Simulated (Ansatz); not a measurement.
A (001) slab of TaN (P-6m2 (No. 187)), 9 planes, outer planes Ta (top) and Ta (bottom), with 9 atoms (Ta5N4) in a surface cell of A = 7.538 Å², as cut from the bulk:

```yaml
crystal:
  lattice:
    - [2.95018, 0.00000, 0.00000]
    - [-1.47509, 2.55493, 0.00000]
    - [0.00000, 0.00000, 26.59109]
  atoms:
    - { symbol: Ta, position: [0.33333, 0.66667, 0.28205] }
    - { symbol: N, position: [0.00000, 0.00000, 0.33654] }
    - { symbol: Ta, position: [0.33333, 0.66667, 0.39102] }
    - { symbol: N, position: [0.00000, 0.00000, 0.44551] }
    - { symbol: Ta, position: [0.33333, 0.66667, 0.50000] }
    - { symbol: N, position: [0.00000, 0.00000, 0.55449] }
    - { symbol: Ta, position: [0.33333, 0.66667, 0.60898] }
    - { symbol: N, position: [0.00000, 0.00000, 0.66346] }
    - { symbol: Ta, position: [0.33333, 0.66667, 0.71795] }
```

Method: DFT PBE, scalar-relativistic, plane waves, PAW in Ansatz. Settings: cutoff 420 eV, Γ-centred mesh 12×12×1 on the computed 9-atom cell, Gaussian smearing of 0.10 eV; no spin polarisation. The cell repeats along c with a dipole correction in the vacuum.

The relaxed slab holds 4 formula units of TaN and 1 further Ta. Against those formula units in the bulk and the further Ta in its standard state it lies 2.955 eV higher. The formation energy of TaN from the standard states is -2.266 eV a formula unit (uncorrected, no zero-point or thermal terms).

(1) Over what range can the chemical potential of Ta vary, and what is the surface energy at both ends?

(2) How does its energy depend on growth conditions?

Spin polarisation was left out, and a magnetic state may lie lower.

Results:

(1) In contact with the bulk, μ(Ta) + μ(N) is fixed. With Δμ counted from the standard states, Δμ(Ta) ≤ 0 keeps elemental Ta from forming, and Δμ(N) ≤ 0 requires Δμ(Ta) ≥ ΔH = -2.266 eV. Other compounds of Ta and N can narrow this range. Then γ, the mean of both faces, = [2.955 eV − 1.00·Δμ(Ta)]/(2A). At the Ta-rich end (Δμ = 0): 2.955/(2 × 7.538) × 16.02 = 3.14 J/m². At the Ta-poor end: (2.955 + 2.266)/(2 × 7.538) × 16.02 = 5.55 J/m².

(2) It carries an excess of Ta, so its energy falls by 1.06 J/m² for each eV that μ(Ta) rises: Ta-rich conditions lower it; whether it appears depends on the other terminations.

The reference crystal is a form of TaN, which isn't its usual structure.

The Ta-terminated face costs 3.14 J/m² even in equilibrium with elemental Ta, and 5.55 J/m² at the Ta-poor end. The high cost probably reflects lost Ta–N bonding: in this structure each Ta sits in a trigonal prism of six N, and the cut removes three of them from the outermost Ta. The 5d states left behind can be partly stabilised by metal–metal bonding within the surface plane, but this evidently doesn't make up for the loss.

The rise towards Ta-poor conditions is no change in the surface bonding. It is the price of holding half an excess Ta per face while the reservoir binds Ta more strongly, and its span is set by the formation energy of the nitride. Because the crystal has a mirror plane parallel to the surface, the two faces are equivalent as cut, so the mean should describe each face individually. The small surface cell leaves open whether ordered Ta vacancies or a larger reconstruction would lower the energy, particularly at the Ta-poor end.
